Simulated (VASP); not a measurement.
Runs of VASP 6.6.1 on BN. It takes space group F-43m (No. 216, cubic). Conventional cell: a = 3.626 Å, b = 3.626 Å, c = 3.626 Å, α = 90.00°, β = 90.00°, γ = 90.00°. N (site symmetry -43m) is surrounded by 4 B at 1.57 Å. B (site symmetry -43m) has 4 N at 1.57 Å as nearest neighbours. The cell is a database's computed one.

| task | level | cell | k mesh | cutoff (eV) | smearing | grid for exact exchange (PRECFOCK) | exchange at q = 0 | mesh quality | gap on the mesh (eV) | pressure (GPa) |
| --- | --- | --- | --- | --- | --- | --- | --- | --- | --- | --- |
| relaxation of cell and atoms | HSEsol | relaxed | 7 × 7 × 7 | 600 | fermi-dirac 0.05 eV | Fast | - | coarse | 6.01 | -0.1 |
| single point | PBE | as given | 13 × 13 × 13 | 520 | gaussian 0.03 eV | - | - | not flagged | 4.52 | -0.2 |
| single point | PBE | as given | 13 × 13 × 13 | 520 | gaussian 0.023 eV | - | - | not flagged | 4.52 | -0.2 |
| single point | PBE | as given | 13 × 13 × 13 | 520 | gaussian 0.019 eV | - | - | not flagged | 4.52 | -0.2 |
| band structure | r2SCAN50 | as given | 7 × 7 × 7 | 520 | fermi-dirac 0.05 eV | Fast | default | coarse | - | (a) |

Alike in all rows: potentials or basis VASP PAW PBE potentials, release 64 (N, B); no spin polarisation.

Task: Fill in the values left out.

Result: (a) -17.2.

Caveats: some runs use coarse meshes; an odd mesh through Γ misses points on the zone boundary, where band edges often lie (some runs); the PAW data sets were made with another functional, which shifts forces and pressure a little (some runs); an unscreened hybrid on a path of extra k points without a Coulomb cutoff has errors near the mesh points, so the bands along the path aren't reliable (some runs); so large a pressure means that the cell lies far from this level's equilibrium, or that cutoff or potentials fall short (some runs); the potentials were made for another functional, which shifts forces and pressure (some runs).
